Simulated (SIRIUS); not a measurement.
# Au (Im-3m) in SIRIUS: reference runs, part 2 of 2

SIRIUS 7.12.0. The steps go on from the part before.

**3. Single point, PBEsol (cell strained at random)**

Input file sirius.json:

```json
{
  "control": {
    "processing_unit": "cpu",
    "std_evp_solver_name": "lapack",
    "gen_evp_solver_name": "lapack",
    "verbosity": 2,
    "print_forces": true,
    "ortho_rf": true,
    "use_second_variation": true,
    "rmt_max": 3.0,
    "num_bands_to_print": 24,
    "save_wf": true
  },
  "parameters": {
    "electronic_structure_method": "full_potential_lapwlo",
    "xc_functionals": ["XC_GGA_X_PBE_SOL", "XC_GGA_C_PBE_SOL"],
    "core_relativity": "dirac",
    "valence_relativity": "iora",
    "num_fv_states": 25,
    "smearing": "fermi_dirac",
    "smearing_width": 0.0018374661,
    "pw_cutoff": 20,
    "gk_cutoff": 3.59,
    "lmax_apw": 11,
    "lmax_rho": 8,
    "lmax_pot": 8,
    "num_mag_dims": 0,
    "auto_rmt": 0,
    "ngridk": [11, 11, 11],
    "shiftk": [0, 0, 0],
    "num_dft_iter": 80,
    "energy_tol": 1e-07,
    "density_tol": 1e-05,
    "use_symmetry": true
  },
  "settings": {"tol_ne": 1e-10},
  "iterative_solver": {"type": "exact"},
  "mixer": {"type": "anderson", "beta": 0.5, "max_history": 8},
  "unit_cell": {
    "lattice_vectors": [
      [-3.150626984, 3.0440577689, 3.1458195208],
      [3.0306199265, -3.0909947864, 3.0727494807],
      [3.2813828038, 3.2217524959, -3.1927565382]
    ],
    "atom_types": ["Au"],
    "atom_files": {"Au": "Au.json"},
    "atoms": {"Au": [[-0.009882, -0.017092, -0.021301]]}
  }
}
```

Input file Au.json:

```json
{
  "name": "gold",
  "symbol": "Au",
  "number": 79,
  "mass": 196.966569,
  "rmin": 1e-06,
  "rmt": 2.56,
  "nrmt": 800,
  "rinf": 13.44,
  "core": "1s2s2p3s3p3d4s4p4d",
  "valence": [
    {"basis": [{"enu": 0.09, "dme": 0, "n": 0, "auto": 0}, {"enu": 0.09, "dme": 1, "n": 0, "auto": 0}]},
    {"l": 0, "n": 1, "basis": [{"enu": 0.19, "dme": 0, "n": 0, "auto": 0}]},
    {"l": 1, "n": 2, "basis": [{"enu": 0.19, "dme": 0, "n": 0, "auto": 0}]},
    {"l": 2, "n": 3, "basis": [{"enu": 0.19, "dme": 0, "n": 0, "auto": 0}]},
    {"l": 3, "n": 4, "basis": [{"enu": 0.19, "dme": 0, "n": 0, "auto": 0}]},
    {"l": 4, "n": 5, "basis": [{"enu": 0.19, "dme": 0, "n": 0, "auto": 0}]}
  ],
  "lo": [
    {"l": 0, "basis": [{"enu": 0.19, "dme": 0, "n": 0, "auto": 0}, {"enu": 0.19, "dme": 1, "n": 0, "auto": 0}]},
    {
      "l": 0,
      "basis": [{"enu": -3.5644, "dme": 0, "n": 5, "auto": 1}, {"enu": -3.5644, "dme": 1, "n": 5, "auto": 1}]
    },
    {
      "l": 0,
      "basis": [{"enu": -3.5644, "dme": 1, "n": 5, "auto": 1}, {"enu": 0.19, "dme": 0, "n": 0, "auto": 0}]
    },
    {"l": 0, "basis": [{"enu": 0.19, "dme": 0, "n": 0, "auto": 0}, {"enu": 2.6314, "dme": 0, "n": 0, "auto": 0}]},
    {"l": 1, "basis": [{"enu": 0.19, "dme": 0, "n": 0, "auto": 0}, {"enu": 0.19, "dme": 1, "n": 0, "auto": 0}]},
    {
      "l": 1,
      "basis": [{"enu": -1.7879, "dme": 0, "n": 5, "auto": 1}, {"enu": -1.7879, "dme": 1, "n": 5, "auto": 1}]
    },
    {
      "l": 1,
      "basis": [{"enu": -1.7879, "dme": 1, "n": 5, "auto": 1}, {"enu": 0.19, "dme": 0, "n": 0, "auto": 0}]
    },
    {"l": 1, "basis": [{"enu": 0.19, "dme": 0, "n": 0, "auto": 0}, {"enu": 2.9976, "dme": 0, "n": 0, "auto": 0}]},
    {"l": 2, "basis": [{"enu": 0.19, "dme": 0, "n": 0, "auto": 0}, {"enu": 0.19, "dme": 1, "n": 0, "auto": 0}]},
    {"l": 2, "basis": [{"enu": 0.19, "dme": 1, "n": 0, "auto": 0}, {"enu": 0.19, "dme": 2, "n": 0, "auto": 0}]},
    {"l": 2, "basis": [{"enu": 0.19, "dme": 0, "n": 0, "auto": 0}, {"enu": 2.5704, "dme": 0, "n": 0, "auto": 0}]},
    {"l": 3, "basis": [{"enu": 0.19, "dme": 0, "n": 0, "auto": 0}, {"enu": 0.19, "dme": 1, "n": 0, "auto": 0}]},
    {
      "l": 3,
      "basis": [{"enu": -2.5991, "dme": 0, "n": 4, "auto": 1}, {"enu": -2.5991, "dme": 1, "n": 4, "auto": 1}]
    },
    {
      "l": 3,
      "basis": [{"enu": -2.5991, "dme": 1, "n": 4, "auto": 1}, {"enu": 0.19, "dme": 0, "n": 0, "auto": 0}]
    },
    {"l": 3, "basis": [{"enu": 0.19, "dme": 0, "n": 0, "auto": 0}, {"enu": 3.73, "dme": 0, "n": 0, "auto": 0}]},
    {"l": 4, "basis": [{"enu": 0.19, "dme": 0, "n": 0, "auto": 0}, {"enu": 0.19, "dme": 1, "n": 0, "auto": 0}]},
    {"l": 4, "basis": [{"enu": 0.19, "dme": 0, "n": 0, "auto": 0}, {"enu": 3.1197, "dme": 0, "n": 0, "auto": 0}]}
  ],
  "free_atom": [... radial grid and density of the free atom, the start of the SCF ...]
}
```

Input file sirius_start.json:

```json
{
  "control": {
    "processing_unit": "cpu",
    "std_evp_solver_name": "lapack",
    "gen_evp_solver_name": "lapack",
    "verbosity": 1,
    "print_forces": false,
    "ortho_rf": true,
    "use_second_variation": true,
    "rmt_max": 3.0,
    "num_bands_to_print": 24,
    "save_wf": false
  },
  "parameters": {
    "electronic_structure_method": "full_potential_lapwlo",
    "xc_functionals": ["XC_LDA_X", "XC_LDA_C_PW"],
    "core_relativity": "dirac",
    "valence_relativity": "iora",
    "num_fv_states": 25,
    "smearing": "fermi_dirac",
    "smearing_width": 0.0055123983,
    "pw_cutoff": 20,
    "gk_cutoff": 2.88,
    "lmax_apw": 11,
    "lmax_rho": 8,
    "lmax_pot": 8,
    "num_mag_dims": 0,
    "auto_rmt": 0,
    "ngridk": [4, 4, 4],
    "shiftk": [0, 0, 0],
    "num_dft_iter": 30,
    "energy_tol": 0.01,
    "density_tol": 0.05,
    "use_symmetry": true
  },
  "settings": {"tol_ne": 1e-10},
  "iterative_solver": {"type": "exact"},
  "mixer": {"type": "anderson", "beta": 0.5, "max_history": 8},
  "unit_cell": {
    "lattice_vectors": [
      [-3.150626984, 3.0440577689, 3.1458195208],
      [3.0306199265, -3.0909947864, 3.0727494807],
      [3.2813828038, 3.2217524959, -3.1927565382]
    ],
    "atom_types": ["Au"],
    "atom_files": {"Au": "Au.json"},
    "atoms": {"Au": [[-0.009882, -0.017092, -0.021301]]}
  }
}
```

Potentials or basis: all-electron FP-LAPW, apw+lo standard.

The run is started by

```bash
$ OMP_NUM_THREADS=1 sirius.scf --input=sirius_start.json --output=start.json
$ OMP_NUM_THREADS=1 sirius.scf --input=sirius.json --output=output.json --task=1
```

Output:

```text
[info] SIRIUS version : 7.12.0
[info] number of MPI ranks           : 1
[info] MPI grid                      : 1 1
[info] maximum number of OMP threads : 1
[fft] FFT context for density and potential
[fft] =====================================
[fft]   plane wave cutoff                     : 20
[fft]   grid size                             : 40 36 40   total : 57600
[fft]   grid limits                           : -19 20   -17 18   -19 20
[fft]   number of G-vectors within the cutoff : 16567
[fft]   number of G-shells                    : 8284
[fft] FFT context for coarse grid
[fft] =====================================
[fft]   plane wave cutoff                     : 7.18
[fft]   grid size                             : 15 15 15   total : 3375
[fft]   grid limits                           : -7 7   -7 7   -7 7
[fft]   number of G-vectors within the cutoff : 763
[fft]   number of G-shells                    : 382
[unit cell] lattice vectors
[unit cell]   a1 :      -3.1506269840      3.0440577689      3.1458195208
[unit cell]   a2 :       3.0306199265     -3.0909947864      3.0727494807
[unit cell]   a3 :       3.2813828038      3.2217524959     -3.1927565382
[unit cell] reciprocal lattice vectors
[unit cell]   b1 :      -0.0015773274      1.0104316217      1.0179870420
[unit cell]   b2 :       1.0152942546     -0.0134724826      1.0298825057
[unit cell]   b3 :       0.9755779587      0.9826110819      0.0262435094
[unit cell] unit cell volume :       122.86711988 [a.u.^3]
[unit cell] 1/sqrt(omega)    :         0.09021571
[unit cell] MT volume        :        70.27623804 (57.20%)
[unit cell] IT volume        :        52.59088184 (42.80%)
[unit cell] number of atom types : 1
[unit cell] type id : 0 symbol : Au mt_radius :   2.560000 num_atoms : 1
[unit cell] total number of atoms : 1
[unit cell] number of symmetry classes : 1
[unit cell] atom id  type id  class id             position                      vector_field
[unit cell] ------------------------------------------------------------------------------------------
[unit cell]      0        0        0     -0.00988  -0.01709  -0.02130      0.00000   0.00000   0.00000
[unit cell] atom id         position (Cartesian, a.u.)
[unit cell] ---------------------------------------------
[unit cell]      0      -0.090562   -0.045877   -0.015598
[... 931 lines left out ...]
[diagonalize] ik:    2   -3.580548   -2.588367   -2.587916   -2.587719   -2.587615   -2.587236   -2.587197   -2.586961   -1.790853   -1.789434   -1.788284   -0.011420    0.108584    0.129296    0.147336    0.179924    0.189008    0.828467    0.859669    0.921927    1.005840    1.010376    1.036354    1.234410
[diagonalize] ik:    3   -3.580444   -2.588377   -2.587913   -2.587717   -2.587612   -2.587239   -2.587203   -2.586962   -1.792723   -1.790095   -1.788328    0.025175    0.101068    0.134882    0.178252    0.179532    0.191255    0.693212    0.800975    0.922482    0.961947    1.020347    1.079297    1.202572
[diagonalize] ik:    4   -3.580348   -2.588385   -2.587908   -2.587716   -2.587608   -2.587241   -2.587206   -2.586961   -1.794427   -1.790732   -1.788331    0.042514    0.091930    0.173512    0.190710    0.192238    0.213732    0.553625    0.747073    0.843737    0.995009    1.053557    1.152955    1.168754
[diagonalize] ...
[diagonalize] ik:  661   -3.580335   -2.588383   -2.587910   -2.587715   -2.587609   -2.587238   -2.587198   -2.586972   -1.794383   -1.790432   -1.789328    0.048781    0.091358    0.165143    0.180358    0.230636    0.282275    0.418833    0.751444    0.777471    1.068314    1.080526    1.110662    1.266787
[diagonalize] ik:  662   -3.580373   -2.588380   -2.587911   -2.587715   -2.587610   -2.587237   -2.587197   -2.586972   -1.793743   -1.790439   -1.789092    0.046252    0.087324    0.171341    0.186295    0.205719    0.253251    0.470897    0.748365    0.783003    1.037692    1.111205    1.131216    1.270159
[diagonalize] ik:  663   -3.580404   -2.588376   -2.587913   -2.587716   -2.587612   -2.587236   -2.587196   -2.586973   -1.792636   -1.790525   -1.789437    0.054635    0.088454    0.134663    0.188118    0.197388    0.255594    0.534075    0.723833    0.748485    1.038547    1.158052    1.192804    1.249324
[diagonalize] ik:  664   -3.580417   -2.588375   -2.587914   -2.587716   -2.587613   -2.587236   -2.587196   -2.586973   -1.791785   -1.790703   -1.789825    0.064054    0.099134    0.100589    0.190264    0.195717    0.257628    0.578533    0.674391    0.751992    1.031613    1.207183    1.236439    1.270881
[diagonalize] ik:  665   -3.580409   -2.588376   -2.587914   -2.587715   -2.587612   -2.587236   -2.587196   -2.586973   -1.792492   -1.790584   -1.789433    0.054049    0.089215    0.134063    0.187216    0.197137    0.255464    0.529938    0.729646    0.750450    1.039776    1.164876    1.189807    1.249701
[generate_core_charge_density] atom class : 0
[generate_core_charge_density]   n,l,k : 1 0 1  energy :       -2962.73321732
[generate_core_charge_density]   n,l,k : 2 0 1  energy :        -522.03476244
[generate_core_charge_density]   n,l,k : 2 1 1  energy :        -500.55972709
[generate_core_charge_density]   n,l,k : 2 1 2  energy :        -433.12382341
[generate_core_charge_density]   n,l,k : 3 0 1  energy :        -122.90514538
[generate_core_charge_density]   n,l,k : 3 1 1  energy :        -113.26010628
[generate_core_charge_density]   n,l,k : 3 1 2  energy :         -98.37908623
[generate_core_charge_density]   n,l,k : 3 2 2  energy :         -82.38133164
[generate_core_charge_density]   n,l,k : 3 2 3  energy :         -79.18243488
[generate_core_charge_density]   n,l,k : 4 0 1  energy :         -26.36060626
[generate_core_charge_density]   n,l,k : 4 1 1  energy :         -22.25000853
[generate_core_charge_density]   n,l,k : 4 1 2  energy :         -18.67753891
[generate_core_charge_density]   n,l,k : 4 2 2  energy :         -11.95664876
[generate_core_charge_density]   n,l,k : 4 2 3  energy :         -11.29132930
[find] Total energy                   :  -19042.65589634 (Ha),  -38085.31179268 (Ry)
[find] iteration : 1, RMS (target) : 1.8842e-01 (1.0000e-05) , energy difference (target) : -6.8266e-06 (1.0000e-07)
[find] Total energy                   :  -19042.65598341 (Ha),  -38085.31196681 (Ry)
[... 17 lines left out ...]
[find] valence_eval_sum               :     -52.08817812
[find] core_eval_sum                  :  -11660.52158791
[find] kinetic energy                 :   21876.88220139
[find] enuc                           :  -24001.84858586
[find] <rho|V^{XC}>                   :    -474.46799805
[find] <rho|E^{XC}>                   :    -360.17775986
[find] <mag|B^{XC}>                   :       0.00000000
[find] <rho|V^{H}>                    :  -33115.02396936
[find] smearing (-TS)                 :      -0.00012070
[find] SCF correction                 :       0.00017646
[find] Total energy                   :  -19042.65595254 (Ha),  -38085.31190509 (Ry)
[find] Free energy (E-TS)             :  -19042.65607324 (Ha),  -38085.31214648 (Ry)
[find] band gap (eV)                  :       0.00000000
[find] Efermi                         :       0.29984783
[find] iteration : 6, RMS (target) : 5.9978e-06 (1.0000e-05) , energy difference (target) : 5.2711e-08 (1.0000e-07)
[find] converged after 7 SCF iterations!
[find] Charges and magnetic moments
[find] --------------------------------------------------------------------------------
[find] atom      charge    core leakage
[find] --------------------------------------------------------------------------------
[find]    0   77.554328    2.031682e-08
[find] total core leakage    : 2.03168173e-08
[find] interstitial charge   : 1.445669
[find] total charge          : 78.999997
[find] Energy
[find] --------------------------------------------------------------------------------
[find] valence_eval_sum               :     -52.08817812
[find] core_eval_sum                  :  -11660.52158791
[find] kinetic energy                 :   21876.88220139
[find] enuc                           :  -24001.84858586
[find] <rho|V^{XC}>                   :    -474.46799805
[find] <rho|E^{XC}>                   :    -360.17775986
[find] <mag|B^{XC}>                   :       0.00000000
[find] <rho|V^{H}>                    :  -33115.02396936
[find] smearing (-TS)                 :      -0.00012070
[find] SCF correction                 :       0.00017646
[find] Total energy                   :  -19042.65595254 (Ha),  -38085.31190509 (Ry)
[find] Free energy (E-TS)             :  -19042.65607324 (Ha),  -38085.31214648 (Ry)
[find] band gap (eV)                  :       0.00000000
[find] Efermi                         :       0.29984783
[ground_state]
[ground_state] ==== total Forces in Ha/bohr =====
[ground_state] atom:    0, force:       0.0000000      0.0000000      0.0000000
[ground_state] ==== contribution from density =====
[ground_state] atom:    0, force:       0.0000000      0.0000000      0.0000000
[ground_state] ==== contribution from Hartree potential =====
[ground_state] atom:    0, force:       0.0000000      0.0000000      0.0000000
[ground_state] ==== contribution from IBS =====
[ground_state] atom:    0, force:       0.0000000      0.0000000      0.0000000
```

It took 2.4 min on 1 thread of Arm Neoverse V1, shared host; peak memory 1.2 GiB.

What came out:

```
Free energy                                       : -518177.0696 eV
Band gap on the k mesh                            : none (metal or under the smearing width)
All electrons inside the program's atomic spheres : Au 77.55 (radii Au 2.56 bohr)
```
